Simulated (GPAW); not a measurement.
Crystal: NiO.

```
Ni O
1.0
     2.50462    0.00000    0.00000
     0.00000    2.50462    0.00000
     0.00000    0.00000    2.50462
Ni O
1 1
Direct
  0.00000 0.00000 0.00000
  0.50000 0.50000 0.50000
```

Measurements of this composition are mostly on another form, of space group No. 225.

Base run:

```yaml
Program: GPAW 26.7.0
Functional: r2SCAN
Potentials_or_basis: GPAW PAW data sets (gpaw-data 1.2.1)
Cutoff: 800 eV
Basis: pw
k_mesh: 11 × 11 × 11
Occupations: fermi-dirac, width 0.05 eV
Spin: collinear spin, ferromagnetic start
Starting_moments: "[1.0, 0.0] μB"
Hubbard_terms: Ni d U = 4 eV
```

Its results: band gap on the k mesh none (metal or under the smearing width); pressure 31.9 GPa; net moment 2.00 μB per cell; site moments Ni +1.59; O +0.33 μB.

The run is repeated on the same cell with these changes: hubbard terms from Ni d U = 4 eV to Ni d U = 8 eV. What comes out?

Band gap on the k mesh none (metal or under the smearing width); pressure 29.2 GPa; net moment 2.00 μB per cell; site moments Ni +1.65; O +0.28 μB.

Caveats: the stock nickel data set gives pressures a few GPa off other programs; a pressure of tens of GPa on the cell as given is suspect, and the run, the potentials or the cell itself is likely at fault; the PAW data sets were made with another functional, which shifts forces and pressure a little; a cell with one magnetic atom can't hold antiferromagnetic order, which such compounds often take.
